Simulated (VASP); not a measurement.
Input of a VASP 6.6.1 run:

Contents of run.py:

```python
from ase.calculators.vasp import Vasp
from ase.dft.bandgap import bandgap
from ase.io import read

atoms = read('SiC.xyz')
calc = Vasp(
    directory='calc',
    xc='b3lyp',
    pp='PBE',
    setups='recommended',
    prec='Accurate',
    encut=520,
    ediff=1e-07,
    ismear=0,
    sigma=0.01,
    lreal=False,
    lasph=True,
    nelm=60,
    algo='Normal',
    isif=2,
    lwave=False,
    lcharg=False,
    precfock='Fast',
    hfrcut=-1,
    kpts=[5, 5, 5],
    gamma=True,
)
atoms.calc = calc

print('energy (eV):', atoms.get_potential_energy())
print('free energy (eV):', atoms.get_potential_energy(force_consistent=True))
print('forces (eV/A):')
print(atoms.get_forces())
print('stress (eV/A^3, Voigt):', atoms.get_stress())
print('Fermi level (eV):', calc.get_fermi_level())
gap, top, bottom = bandgap(calc)
print('band gap (eV):', gap, 'from (spin, k, band)', top, 'to', bottom)
```

File SiC.xyz:

```xyz
2
Lattice="0.0147130000 2.2310500000 2.2110160000 2.2007630000 0.0156320000 2.2100970000 2.1470760000 2.1764430000 0.0693190000" Properties=species:S:1:pos:R:3 pbc="T T T"
Si     0.0000000000      0.0000000000      0.0000000000
C      3.2719140000      3.3173437500      3.3678240000
```

Potentials or basis: VASP PAW PBE potentials, release 64 (Si, C).

Run with:

```console
$ python run.py
```

Question: What does it give for the band gap on the k mesh?

Answer: 3.29 eV, indirect (least direct gap 6.35 eV).

Question: What does it give for the largest force?

Answer: 0.415 eV/Å.

Question: What does it give for the pressure?

Answer: 3.6 GPa.

Forces in eV/Å, atoms in the order of the input:
```
Si  -0.261 -0.258  0.193
C    0.261  0.258 -0.193
```

Caveat: the k mesh is coarse (spacing up to 0.51 Å⁻¹), so the values aren't converged, least of all with exact exchange; the PAW data sets were made with another functional, which shifts forces and pressure a little; an odd mesh through Γ misses points on the zone boundary, where band edges often lie.
